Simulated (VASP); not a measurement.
A run of VASP 6.6.1:

File INCAR:

```
SYSTEM = AlRu
PREC = Accurate ; ENCUT = 520
EDIFF = 1E-7 ; ISMEAR = -1
SIGMA = 0.05 ; LREAL = .FALSE.
LASPH = .TRUE. ; NELM = 60
ALGO = Fast ; ISIF = 2
LWAVE = .FALSE. ; LCHARG = .FALSE.
LDIPOL = .TRUE. ; IDIPOL = 3
DIPOL = 0.5 0.5 0.500 ; GGA = PE
IVDW = 13 ; IBRION = 2
NSW = 40 ; EDIFFG = -0.01
```

The input KPOINTS:

```
regular mesh
0
G
  7 7 1
  0 0 0
```

The input POSCAR:

```
AlRu
1.0
    2.9916000000      0.0000000000      0.0000000000
    0.0000000000      2.9916000000      0.0000000000
    0.0000000000      0.0000000000     25.4706000000
Ru Al
4 4
Selective dynamics
Direct
    0.5000000000      0.5000000000      0.2944571388  F F F
    0.5000000000      0.5000000000      0.4119102024  F F F
    0.5000000000      0.5000000000      0.5293632659  T T T
    0.5000000000      0.5000000000      0.6468163294  T T T
    0.0000000000      0.0000000000      0.3531836706  F F F
    0.0000000000      0.0000000000      0.4706367341  F F F
    0.0000000000      0.0000000000      0.5880897976  T T T
    0.0000000000      0.0000000000      0.7055428612  T T T
```

Potentials or basis: VASP PAW PBE potentials, release 64 (Ru_pv, Al).

Launch:

```console
$ cat potpaw_PBE.64/Ru_pv/POTCAR potpaw_PBE.64/Al/POTCAR > POTCAR
$ mpirun -np 1 vasp_std > vasp.out
```

Hardware: 1 thread of AMD EPYC 9R45 96-Core Processor (Zen 5), with other jobs on the host.

Estimate the wall time of this run.

Wall time 18 min on 1 thread of AMD EPYC 9R45 96-Core Processor (Zen 5) (shared host), peak memory 0.35 GiB. Counts: scf iterations 304, k points 10, ion steps 17.
